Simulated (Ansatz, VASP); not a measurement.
## BeS: VASP beside Ansatz

File INCAR:

```
SYSTEM = BeS
PREC = Accurate ; ENCUT = 520
EDIFF = 1E-7 ; ISMEAR = 0
SIGMA = 0.05 ; LREAL = .FALSE.
LASPH = .TRUE. ; NELM = 80
ALGO = Normal ; ISIF = 2
LWAVE = .FALSE. ; LCHARG = .TRUE.
GGA = PE ; LELF = .TRUE.
LVHAR = .TRUE. ; NBANDS = 11
```

File KPOINTS:

```
Automatic mesh
0
G
  8 8 8
  0 0 0
```

Contents of POSCAR:

```
BeS
1.0
    0.0000000000      2.4977500000      2.3522500000
    2.4977500000      0.0000000000      2.3522500000
    2.4977500000      2.4977500000      0.0000000000
Be S
1 1
Direct
    0.0000000000      0.0000000000      0.0000000000
    0.7500000000      0.7500000000      0.7500000000
```

Input for Ansatz:

```yaml
crystal:
  lattice:
    - [0.0, 2.49775, 2.35225]
    - [2.49775, 0.0, 2.35225]
    - [2.49775, 2.49775, 0.0]
  atoms:
    - { symbol: Be, position: [0.0, 0.0, 0.0] }
    - { symbol: S, position: [0.75, 0.75, 0.75] }
basis:
  ecutwfc: 420
kpoints:
  mp_grid: { grid: [8, 8, 8] }
hamiltonian:
  xc: pbe
scf:
  occupations: { method: gaussian, width: 0.05 }
output:
  forces: true
  stress: true
  eigenvalues: true
```

Change from the starting cell: strain +0.030 along x and y, -0.030 along z, atoms carried along.

Alike in both runs: task single point; functional PBE; k mesh 8 × 8 × 8; occupations gaussian, width 0.05 eV; no spin polarisation.

|  | VASP | Ansatz |
| --- | --- | --- |
| version | VASP 6.6.1 | Ansatz 0.2.0 |
| potentials or method | VASP PAW PBE potentials, release 64 (Be, S) | scalar-relativistic, plane waves, PAW |
| plane-wave cutoff (eV) | 520 | 420 |
| valence electrons in the cell | 8 | 8 |

```csv
,VASP,Ansatz,Ansatz less VASP
gap on the k mesh at the Fermi level (eV),2.71,2.71,-0.002
least direct gap on the mesh (eV),5.44,5.44,0.000
pressure (GPa),-1.2,-1.2,-0.01
largest component of the traceless stress (GPa),3.44,3.45,+0.012
```

A k mesh can miss the band edges.
